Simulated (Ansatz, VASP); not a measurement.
This is a calculation of BiS for Ansatz 0.2.0.

input.yaml

```yaml
crystal:
  lattice:
    - [4.00294434, 0.0, 0.0]
    - [0.0, 4.00294434, 0.0]
    - [0.0, 0.0, 4.00294434]
  atoms:
    - { symbol: Bi, position: [0.5, 0.5, 0.5] }
    - { symbol: S, position: [0.0, 0.0, 0.0] }
hamiltonian:
  xc: pbe
  pseudopotentials: { kind: paw }
kpoints:
  mp_grid: { grid: [7, 7, 7] }
scf:
  occupations: { method: gaussian, width: 0.023 }
output:
  forces: true
  stress: true
  eigenvalues: true
```

Potentials or basis: Ansatz PAW.

Command:

```sh
$ ansatz run input.yaml --threads 2 --pin off --max-ram 5632MiB --backend cpu --events-out ev --progress --plain --runs-dir out
```

Problem. Set up the same calculation for VASP 6.6.1. Potentials there: VASP PAW PBE potentials, release 64 (Bi_d, S).

Solution. As run (the cutoff follows the program's own potentials):

Contents of INCAR:

```
SYSTEM = BiS
  ALGO = Normal
  EDIFF = 1E-6
  ENCUT = 520
  GGA = PE
  ISIF = 2
  ISMEAR = 0
  LASPH = .TRUE.
  LCHARG = .FALSE.
  LREAL = .FALSE.
  LWAVE = .FALSE.
  NBANDS = 18
  NELM = 60
  PREC = Accurate
  SIGMA = 0.023
```

File KPOINTS:

```
k-points
0
G
  7 7 7
  0 0 0
```

File POSCAR:

```
BiS
1.0
    4.0029443400      0.0000000000      0.0000000000
    0.0000000000      4.0029443400      0.0000000000
    0.0000000000      0.0000000000      4.0029443400
Bi S
1 1
Direct
    0.5000000000      0.5000000000      0.5000000000
    0.0000000000      0.0000000000      0.0000000000
```

Potentials or basis: VASP PAW PBE potentials, release 64 (Bi_d, S).

The run is started by

```console
$ cat potpaw_PBE.64/Bi_d/POTCAR potpaw_PBE.64/S/POTCAR > POTCAR
$ mpirun -np 1 vasp_std > vasp.out
```

Both were run:

|  | VASP | Ansatz | Ansatz less VASP |
| --- | --- | --- | --- |
| gap on the k mesh at the Fermi level (eV) | none | none | - |
| pressure (GPa) | -11.0 | -10.9 | +0.06 |

A gap of «none» marks a metal or a gap that the smearing closes. With one functional, cell and mesh, what is left measures potentials, basis and numerics.

Caveats: spin-orbit coupling is left out, which moves the levels of the heavy elements.
